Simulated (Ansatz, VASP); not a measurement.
**BN in VASP and in Ansatz**

The input INCAR:

```
ALGO = Normal
EDIFF = 1E-6
ENCUT = 520
GGA = PE
ISIF = 2
ISMEAR = 0
LASPH = T
LCHARG = F
LREAL = F
LWAVE = F
NBANDS = 11
NELM = 60
PREC = Accurate
SIGMA = 0.05
```

File KPOINTS:

```
k-points
0
Gamma
  12 12 12
```

File POSCAR:

```
BN
1.0
    0.0000000000      1.8130010000      1.8130010000
    1.8130010000      0.0000000000      1.8130010000
    1.8130010000      1.8130010000      0.0000000000
B N
1 1
Direct
    0.0000000000      0.0000000000      0.0000000000
    0.7500000000      0.7500000000      0.7500000000
```

Input for Ansatz:

```yaml
crystal:
  lattice:
    - [0.0, 1.813001, 1.813001]
    - [1.813001, 0.0, 1.813001]
    - [1.813001, 1.813001, 0.0]
  atoms:
    - { symbol: B, position: [0.0, 0.0, 0.0] }
    - { symbol: "N", position: [0.75, 0.75, 0.75] }
basis:
  ecutwfc: 420
kpoints:
  mp_grid: { grid: [12, 12, 12] }
hamiltonian:
  xc: pbe
scf:
  occupations: { method: gaussian, width: 0.05 }
output:
  forces: true
  stress: true
  eigenvalues: true
```

The cell is a database's computed one.

Alike in both runs: task single point; functional PBE; k mesh 12 × 12 × 12; occupations gaussian, width 0.05 eV; no spin polarisation.

|  | VASP | Ansatz |
| --- | --- | --- |
| version | VASP 6.6.1 | Ansatz 0.2.0 |
| potentials or method | VASP PAW PBE potentials, release 64 (B, N) | scalar-relativistic, plane waves, PAW |
| plane-wave cutoff (eV) | 520 | 420 |
| valence electrons in the cell | 8 | 8 |

Ansatz gave:

| Quantity | Value |
| --- | --- |
| gap on the k mesh at the Fermi level (eV) | 4.46 |
| least direct gap on the mesh (eV) | 8.79 |
| pressure (GPa) | -0.4 |

Task: Which values does VASP return?

Result: gap on the k mesh at the Fermi level (eV): 4.45; least direct gap on the mesh (eV): 8.78; pressure (GPa): -0.2.

A k mesh can miss the band edges.
